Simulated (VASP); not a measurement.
# Zn2GeN (P-6m2) in VASP: a series of runs

The runs below take Zn2GeN through single point, relaxation of cell and atoms, with PBE.

All numbers are computed with VASP 6.6.1; they aren't measurements. Logs are shortened: lines on timing, memory, paths and dates and some standing lists are left out, and cuts for length are marked.

## 1. The structure

It takes space group P-6m2 (No. 187, hexagonal). Conventional cell: a = 3.525 Å, b = 3.525 Å, c = 7.167 Å, α = 90.00°, β = 90.00°, γ = 120.00°. Around Zn (site symmetry 3m) lie 1 N at 1.89 Å. Ge (site symmetry -6m2) has 6 Zn at 2.65 Å as nearest neighbours. N (site symmetry -6m2) is surrounded by 2 Zn at 1.89 Å.

The cell was built by a generator and needn't be a form met in nature.

## 2. Single point, PBE

The input, INCAR:

```
ALGO = Normal
EDIFF = 1E-7
ENCUT = 520
GGA = PE
ISIF = 2
ISMEAR = 0
LASPH = T
LCHARG = T
LELF = T
LREAL = F
LVHAR = T
LWAVE = F
NBANDS = 30
NELM = 100
PREC = Accurate
SIGMA = 0.1
```

The input, KPOINTS:

```
k-points
0
Gamma
  6 6 4
```

The input, POSCAR:

```
Zn2GeN
1.0
    3.5245000000      0.0000000000      0.0000000000
   -1.7622500000      3.0523065400      0.0000000000
    0.0000000000      0.0000000000      7.1671730000
Zn Ge N
2 1 1
Direct
    0.0000000000      0.0000000000      0.7368558000
    0.0000000000      0.0000000000      0.2631442000
    0.6666666700      0.3333333300      0.5000000000
    0.0000000000      0.0000000000      0.0000000000
```

Potentials or basis: VASP PAW PBE potentials, release 64 (Zn, Ge_d, N).

Command:

```sh
cat potpaw_PBE.64/Zn/POTCAR potpaw_PBE.64/Ge_d/POTCAR potpaw_PBE.64/N/POTCAR > POTCAR
mpirun -np 1 vasp_std > vasp.out
```

OUTCAR:

```text
EDIFF = 1E-7
   ENCUT = 520
   GGA = PE
   ISIF = 2
   ISMEAR = 0
   LASPH = T
   LREAL = F
   NELM = 100
   PREC = Accurate

 ion  position               nearest neighbor table
   1  0.000  0.000  0.737-   4 1.89   3 2.65   3 2.65   3 2.65
   2  0.000  0.000  0.263-   4 1.89   3 2.65   3 2.65   3 2.65
   3  0.667  0.333  0.500-   1 2.65   2 2.65   1 2.65   2 2.65   1 2.65   2 2.65
   4  0.000  0.000  0.000-   1 1.89   2 1.89

  LATTYP: Found a hexagonal cell.
 ALAT       =     3.5245000000
 C/A-ratio  =     2.0335290112

  Lattice vectors:

 A1 = (   3.5245000000,   0.0000000000,   0.0000000000)
 A2 = (  -1.7622500000,   3.0523065400,   0.0000000000)
 A3 = (   0.0000000000,   0.0000000000,   7.1671730000)

Analysis of symmetry for initial positions (statically):
=====================================================================
 Subroutine PRICEL returns:
 Original cell was already a primitive cell.

 Routine SETGRP: Setting up the symmetry group for a
 hexagonal supercell.

 Subroutine GETGRP returns: Found 12 space group operations
 (whereof 12 operations were pure point group operations)
 out of a pool of 24 trial point group operations.

The static configuration has the point symmetry D_3h.

Analysis of symmetry for dynamics (positions and initial velocities):
=====================================================================
 Subroutine PRICEL returns:
 Original cell was already a primitive cell.

 Routine SETGRP: Setting up the symmetry group for a
 hexagonal supercell.

 Subroutine GETGRP returns: Found 12 space group operations
 (whereof 12 operations were pure point group operations)
 out of a pool of 24 trial point group operations.

The dynamic configuration has the point symmetry D_3h.

 Subroutine INISYM returns: Found 12 space group operations
 (whereof 12 operations are pure point group operations),
 and found     1 'primitive' translations

----------------------------------------------------------------------------------------

                                     Primitive cell

  volume of cell :      77.1034

  direct lattice vectors                    reciprocal lattice vectors
     3.524500000  0.000000000  0.000000000     0.283728188  0.163810546  0.000000000
    -1.762250000  3.052306540  0.000000000     0.000000000  0.327621091  0.000000000
     0.000000000  0.000000000  7.167173000     0.000000000  0.000000000  0.139525026

  length of vectors
     3.524500000  3.524500004  7.167173000     0.327621092  0.327621091  0.139525026

  position of ions in fractional coordinates (direct lattice)
     0.000000000  0.000000000  0.736855800
     0.000000000  0.000000000  0.263144200
     0.666666670  0.333333330  0.500000000
     0.000000000  0.000000000  0.000000000

  ion indices of the primitive-cell ions
   primitive index   ion index
                 1           1
                 2           2
                 3           3
                 4           4

----------------------------------------------------------------------------------------

 KPOINTS: k-points

Automatic generation of k-mesh.
 Grid dimensions read from file:
 generate k-points for:    6    6    4

 Generating k-lattice:

  Cartesian coordinates                     Fractional coordinates (reciprocal lattice)
     0.047288031  0.027301758  0.000000000     0.166666667  0.000000000  0.000000000
     0.000000000  0.054603515  0.000000000     0.000000000  0.166666667  0.000000000
     0.000000000  0.000000000  0.034881257     0.000000000  0.000000000  0.250000000

  Length of vectors
     0.054603515  0.054603515  0.034881257

  Shift w.r.t. Gamma in fractional coordinates (k-lattice)
     0.000000000  0.000000000  0.000000000

 Subroutine IBZKPT returns following result:
 ===========================================

 Found     21 irreducible k-points:

 Following reciprocal coordinates:
            Coordinates               Weight
  0.000000  0.000000  0.000000      1.000000
  0.166667  0.000000  0.000000      6.000000
  0.333333  0.000000  0.000000      6.000000
  0.500000  0.000000  0.000000      3.000000
  0.166667  0.166667  0.000000      6.000000
  0.333333  0.166667  0.000000     12.000000
[... 13 lines left out ...]
  0.333333  0.166667  0.500000     12.000000
  0.333333  0.333333  0.500000      2.000000
   k-points           NKPTS =     21   k-points in BZ     NKDIM =     21   number of bands    NBANDS=     30
   number of dos      NEDOS =    301   number of ions     NIONS =      4
   total plane-waves  NPLWV =  42336
   dimension x,y,z NGX =    28 NGY =   28 NGZ =   54
   dimension x,y,z NGXF=    56 NGYF=   56 NGZF=  108
   ions per type =               2   1   1
   NGX,Y,Z   is equivalent  to a cutoff of  13.21, 13.21, 12.53 a.u.
   NGXF,Y,Z  is equivalent  to a cutoff of  26.41, 26.41, 25.05 a.u.
 SYSTEM =  unknown system
   PREC   = accura    normal or accurate (medium, high low for compatibility)
   ISTART =      0    job   : 0-new  1-cont  2-samecut
   ICHARG =      2    charge: 1-file 2-atom 10-const
   ISPIN  =      1    spin polarized calculation?
   LNONCOLLINEAR =      F non collinear calculations
   LSORBIT =      F    spin-orbit coupling
   LASPH  =      T    aspherical Exc in radial PAW
   ENCUT  =  520.0 eV  38.22 Ry    6.18 a.u.   6.55  6.55 13.33*2*pi/ulx,y,z
   NELM   =    100;   NELMIN=  2; NELMDL= -5     # of ELM steps
   EDIFF  = 0.1E-06   stopping-criterion for ELM
   LREAL  =      F    real-space projection
   EDIFFG = 0.1E-05   stopping-criterion for IOM
   NSW    =      0    number of steps for IOM
   IBRION =     -1    ionic relax: 0-MD 1-quasi-New 2-CG
   NFREE  =      0    steps in history (QN), initial steepest desc. (CG)
   ISIF   =      2    stress and relaxation
   ISYM   =      2    0-nonsym 1-usesym 2-fastsym
   POTIM  = 0.5000    time-step for ionic-motion
   TEBEG  =    0.0;   TEEND  =   0.0 temperature during run
   PSTRESS=    0.0 pullay stress
   NELECT =      43.0000    total number of electrons
   NUPDOWN=      -1.0000    fix difference up-down
   EMIN   =  10.00;   EMAX   =-10.00  energy-range for DOS
   EFERMI =   0.00;   METHOD = LEGACY
   ISMEAR =     0;   SIGMA  =   0.10  broadening in eV -4-tet -1-fermi 0-gaus
   EFERMI_NEDOS =   21; number of points for ismear=-14 and -15
   IALGO  =     38    algorithm
   IMIX   =      4    mixing-type and parameters
     AMIX     =   0.40;   BMIX     =  1.00
     AMIX_MAG =   1.60;   BMIX_MAG =  1.00
  volume/ion in A,a.u.               =      19.28       130.08
  Fermi-wavevector in a.u.,A,eV,Ry     =   1.347534  2.546470 24.706118  1.815848
  Thomas-Fermi vector in A             =   2.475277
   LORBIT       =      0    0 simple, 1 ext, 2 COOP (PROOUT), +10 PAW based schemes
   GGA     = PE    functional components
   LHFCALC =     F    Hartree Fock is set to
   AEXX    =    0.0000 exact exchange contribution
   IVDW    =     0    specifies the selected vdW correction
   LEPSILON=     F    determine dielectric tensor
   LRPA    =     F    only Hartree local field effects (RPA)
 non-spin polarized calculation
 Gauss-broadening in eV      SIGMA  =   0.10
  energy-cutoff  :      520.00
  volume of cell :       77.10
 maximum number of plane-waves:      2121
 NGX is ok and might be reduce to    28
   NGX = 13   NGY = 13   NGZ = 27

 number of electron      42.9999989 magnetization

 Free energy of the ion-electron system (eV)
  ---------------------------------------------------
  ext. energy  EPLUGINS =         0.00000000
  ---------------------------------------------------
  free energy    TOTEN  =       -11.38451471 eV

  energy without entropy =      -11.36113705  energy(sigma->0) =      -11.37282588

 E-fermi :   1.3445     XC(G=0):  -9.7100

 val. band max:        1.3363728917   @ k =   0.1667   0.1667   0.5000
 cond. band min:       1.3469273105   @ k =   0.3333   0.0000   0.2500
 fundamental gap:      0.0105544188
 Fermi energy:         1.3445273792

 k-point     1 :       0.0000    0.0000    0.0000
  band No.  band energies     occupation
      1     -23.0506      2.00000
      2     -23.0506      2.00000
      3     -22.9708      2.00000
      4     -22.9708      2.00000
      5     -22.9431      2.00000
      6     -11.7800      2.00000
[... 22 lines left out ...]
     29      10.7968      0.00000
     30      10.8036      0.00000

 k-point     2 :       0.1667    0.0000    0.0000
  band No.  band energies     occupation
      1     -23.0511      2.00000
      2     -23.0455      2.00000
      3     -22.9734      2.00000
      4     -22.9714      2.00000
      5     -22.9402      2.00000
      6     -11.6904      2.00000
[... 22 lines left out ...]
     29      10.9622      0.00000
     30      11.2178      0.00000

 k-point     3 :       0.3333    0.0000    0.0000
  band No.  band energies     occupation
      1     -23.0525      2.00000
      2     -23.0354      2.00000
      3     -22.9785      2.00000
      4     -22.9727      2.00000
      5     -22.9342      2.00000
      6     -11.5074      2.00000
[... 22 lines left out ...]
     29       9.5885      0.00000
     30      12.1211      0.00000

 k-point     4 :       0.5000    0.0000    0.0000
  band No.  band energies     occupation
      1     -23.0532      2.00000
      2     -23.0303      2.00000
      3     -22.9810      2.00000
      4     -22.9733      2.00000
      5     -22.9312      2.00000
      6     -11.4136      2.00000
[... 517 lines left out ...]
     29      10.1432      0.00000
     30      11.4910      0.00000

 k-point    20 :       0.3333    0.1667    0.5000
  band No.  band energies     occupation
      1     -23.0491      2.00000
      2     -23.0341      2.00000
      3     -22.9797      2.00000
      4     -22.9746      2.00000
      5     -22.9315      2.00000
      6     -11.4017      2.00000
[... 22 lines left out ...]
     29      10.1585      0.00000
     30      10.9124      0.00000

 k-point    21 :       0.3333    0.3333    0.5000
  band No.  band energies     occupation
      1     -23.0418      2.00000
      2     -23.0389      2.00000
      3     -22.9782      2.00000
      4     -22.9777      2.00000
      5     -22.9304      2.00000
      6     -11.3580      2.00000
[... 22 lines left out ...]
     29      11.0784      0.00000
     30      12.7979      0.00000

------------------------ aborting loop because EDIFF is reached ----------------------------------------

  FORCE on cell =-STRESS in cart. coord.  units (eV):
  Direction    XX          YY          ZZ          XY          YZ          ZX
  --------------------------------------------------------------------------------------
  -------------------------------------------------------------------------------------
  Total       -1.5272057     -1.5272057     -2.7966234      0.0000000      0.0000000      0.0000000
  in kB      -31.7347124    -31.7347125    -58.1126952      0.0000000      0.0000000      0.0000000
  external PRESSURE =     -40.5273734 kB  Pullay stress =       0.0000000 kB

 VOLUME and BASIS-vectors are now :
 -----------------------------------------------------------------------------
  energy-cutoff  :      520.00
  volume of cell :       77.10
      direct lattice vectors                 reciprocal lattice vectors
     3.524500000  0.000000000  0.000000000     0.283728188  0.163810546  0.000000000
    -1.762250000  3.052306540  0.000000000     0.000000000  0.327621091  0.000000000
     0.000000000  0.000000000  7.167173000     0.000000000  0.000000000  0.139525026

 POSITION                                       TOTAL-FORCE (eV/Angst)
 -----------------------------------------------------------------------------------
      0.00000      0.00000      5.28117         0.000000      0.000000      0.926407
      0.00000      0.00000      1.88600         0.000000      0.000000     -0.926407
      1.76225      1.01744      3.58359        -0.000000     -0.000000      0.000000
      0.00000      0.00000      0.00000         0.000000     -0.000000      0.000000
 -----------------------------------------------------------------------------------
    total drift:                               -0.000007      0.000004      0.000000

  FREE ENERGIE OF THE ION-ELECTRON SYSTEM (eV)
  ---------------------------------------------------
  free  energy   TOTEN  =       -11.3845147073 eV

  energy  without entropy=      -11.3611370453  energy(sigma->0) =      -11.37282588
```

Wall time 46 s (1 thread of Intel Xeon Platinum 8488C (Sapphire Rapids), shared host); peak memory 0.21 GiB.

Results:

| Quantity | Value |
| --- | --- |
| Free energy | -11.3845 eV |
| Pressure | -4.1 GPa |
| Largest force | 0.926 eV/Å |
| Band gap on the k mesh | none (metal or under the smearing width) |

Forces on the atoms (eV/Å):
```
Zn   0.000  0.000  0.926
Zn   0.000  0.000 -0.926
Ge   0.000  0.000  0.000
N    0.000  0.000  0.000
```

Levels at points of the mesh, in eV from the Fermi level:
```tsv
k point	band 18	band 19	band 20	band 21	band 22	band 23	band 24	band 25	band 26	band 27
(0.00, 0.00, 0.00)	-5.89	-1.12	0.33	0.33	1.47	3.79	3.79	7.03	8.03	8.49
(0.50, 0.00, 0.00)	-4.51	-3.27	-1.24	-1.12	-0.21	1.66	1.78	4.06	5.62	6.19
(0.00, 0.00, 0.50)	-4.13	-3.69	0.36	0.36	3.70	3.70	4.14	5.30	7.36	8.19
(0.50, 0.00, 0.50)	-4.48	-2.44	-2.41	-0.53	-0.01	1.07	1.41	3.70	5.53	7.41
```

## 3. Single point, PBE

This run uses another cell than the first one, of 17.32 Å³/atom, 0.898 times its volume.

The input, INCAR:

```
SYSTEM = Zn2GeN
PREC = Accurate ; ENCUT = 520
EDIFF = 1E-6 ; ISMEAR = 0
SIGMA = 0.1 ; LREAL = .FALSE.
LASPH = .TRUE. ; NELM = 100
ALGO = Fast ; ISIF = 2
LWAVE = .FALSE. ; LCHARG = .FALSE.
GGA = PE ; NBANDS = 30
```

The input, KPOINTS:

```
regular mesh
0
G
  6 6 4
  0 0 0
```

The input, POSCAR:

```
Zn2GeN
1.0
    3.3096782996      0.0000000000      0.0000000000
   -1.6548391498      2.8662654858      0.0000000000
    0.0000000000      0.0000000000      7.3014374664
Zn Ge N
2 1 1
Direct
    0.0000000000      0.0000000000      0.7519917595
    0.0000000000      0.0000000000      0.2480082405
    0.6666666667      0.3333333333      0.5000000000
    0.0000000000      0.0000000000      0.0000000000
```

Potentials or basis: VASP PAW PBE potentials, release 64 (Zn, Ge_d, N).

Command:

```sh
cat potpaw_PBE.64/Zn/POTCAR potpaw_PBE.64/Ge_d/POTCAR potpaw_PBE.64/N/POTCAR > POTCAR
mpirun -np 1 vasp_std > vasp.out
```

Run time: 43 s. Hardware: 1 thread of Intel Xeon Platinum 8488C (Sapphire Rapids), shared host; peak memory 0.21 GiB.

Results (log left out):

```
Free energy            : -11.5652 eV
Pressure               : 0.3 GPa
Largest force          : 0.091 eV/Å
Band gap on the k mesh : none (metal or under the smearing width)
```

Forces on the atoms (eV/Å):
```
Zn   0.000  0.000 -0.091
Zn   0.000  0.000  0.091
Ge   0.000  0.000  0.000
N    0.000  0.000  0.000
```

Stress tensor (GPa, compression positive):
```
-0.02  0.00  0.00
 0.00 -0.02  0.00
 0.00  0.00  1.08
```

Levels at points of the mesh, in eV from the Fermi level:
| k point | band 18 | band 19 | band 20 | band 21 | band 22 | band 23 | band 24 | band 25 | band 26 | band 27 |
| --- | --- | --- | --- | --- | --- | --- | --- | --- | --- | --- |
| (0.00, 0.00, 0.00) | -6.74 | -1.93 | 0.42 | 0.42 | 0.73 | 4.91 | 4.91 | 7.59 | 8.66 | 9.58 |
| (0.50, 0.00, 0.00) | -4.77 | -3.37 | -1.73 | -1.55 | -0.18 | 1.12 | 2.36 | 4.23 | 5.12 | 6.25 |
| (0.00, 0.00, 0.50) | -4.97 | -4.52 | 0.44 | 0.44 | 3.56 | 4.82 | 4.85 | 4.85 | 9.10 | 9.42 |
| (0.50, 0.00, 0.50) | -4.66 | -3.03 | -2.73 | -0.83 | -0.05 | 0.82 | 2.07 | 3.18 | 5.67 | 7.31 |

Caveat: the k mesh is coarse (spacing up to 0.37 Å⁻¹), so the values aren't converged.

## 4. Relaxation of cell and atoms, PBE

The input, INCAR:

```
  ALGO = Normal
  EDIFF = 1E-7
  EDIFFG = -0.04
  ENCUT = 600
  GGA = PE
  IBRION = 2
  ISIF = 3
  ISMEAR = 0
  LASPH = T
  LCHARG = F
  LREAL = F
  LWAVE = F
  NELM = 100
  NSW = 90
  PREC = Accurate
  SIGMA = 0.1
```

The input, KPOINTS:

```
k-points
0
Gamma
  6 6 4
```

The input, POSCAR:

```
Zn2GeN
1.0
    3.5245000000      0.0000000000      0.0000000000
   -1.7622500000      3.0523065400      0.0000000000
    0.0000000000      0.0000000000      7.1671730000
Zn Ge N
2 1 1
Direct
    0.0000000000      0.0000000000      0.7368558000
    0.0000000000      0.0000000000      0.2631442000
    0.6666666700      0.3333333300      0.5000000000
    0.0000000000      0.0000000000      0.0000000000
```

Command:

```sh
cat potpaw_PBE.64/Zn/POTCAR potpaw_PBE.64/Ge_d/POTCAR potpaw_PBE.64/N/POTCAR > POTCAR
mpirun -np 1 vasp_std > vasp.out
```

Run time: 4.6 min. Hardware: 1 thread of Intel Xeon Platinum 8488C (Sapphire Rapids), shared host; peak memory 0.24 GiB.

Results (log left out):

| Item | Value |
| --- | --- |
| Free energy | -11.5719 eV |
| Relaxed volume | 17.26 Å³/atom |
| Relaxed cell | a = 3.298 Å, b = 3.298 Å, c = 7.332 Å, α = 90.00°, β = 90.00°, γ = 120.00° |
| Space group after relaxing (to 0.05 Å) | P-6m2 (No. 187) |
| Energy gained by relaxing | 46.6 meV/atom |
| Ionic steps | 10 |
| Pressure after relaxing | 0.1 GPa |
| Largest force after relaxing | 0.003 eV/Å |
| Band gap on the k mesh | none (metal or under the smearing width) |

Forces on the atoms (eV/Å):
```
Zn   0.000  0.000 -0.003
Zn   0.000  0.000  0.003
Ge   0.000  0.000  0.000
N    0.000  0.000  0.000
```

Step by step:
| step | energy change (eV) | largest force (eV/Å) | pressure (GPa) | volume (Å³) |
| --- | --- | --- | --- | --- |
| 1 | 0.0000 | 0.9268 | -4.10 | 77.10 |
| 2 | -0.0500 | 0.4753 | 2.25 | 71.72 |
| 3 | -0.0796 | 0.1495 | -0.45 | 73.64 |
| 4 | -0.1238 | 0.1839 | -0.16 | 72.11 |
| 5 | -0.1761 | 0.2242 | 0.80 | 68.66 |
| 6 | -0.1773 | 0.2246 | 1.04 | 67.93 |
| 7 | -0.1858 | 0.1043 | -0.21 | 69.08 |
| 8 | -0.1858 | 0.1032 | -0.23 | 69.08 |
| 9 | -0.1842 | 0.2013 | 0.55 | 68.98 |
| 10 | -0.1865 | 0.0035 | 0.05 | 69.05 |

Final structure:
```xyz
4
Lattice="3.2976 0.0000 0.0000 -1.6488 2.8558 0.0000 0.0000 0.0000 7.3318" Properties=species:S:1:pos:R:3 pbc="T T T"
Zn    0.0000    0.0000    5.5146
Zn    0.0000    0.0000    1.8173
Ge    1.6488    0.9519    3.6659
N     0.0000    0.0000    0.0000
```

Levels at points of the mesh, in eV from the Fermi level:
```tsv
k point	band 20	band 21	band 22	band 23	band 24	band 25
(0.00, 0.00, 0.00)	0.43	0.43	0.61	4.98	4.98	7.49
(0.50, 0.00, 0.00)	-1.77	-1.58	-0.17	1.06	2.39	4.18
(0.00, 0.00, 0.50)	0.45	0.45	3.46	4.72	4.92	4.92
(0.50, 0.00, 0.50)	-2.75	-0.86	-0.05	0.77	2.11	3.11
```

(Part 1 of 2 ends here.)
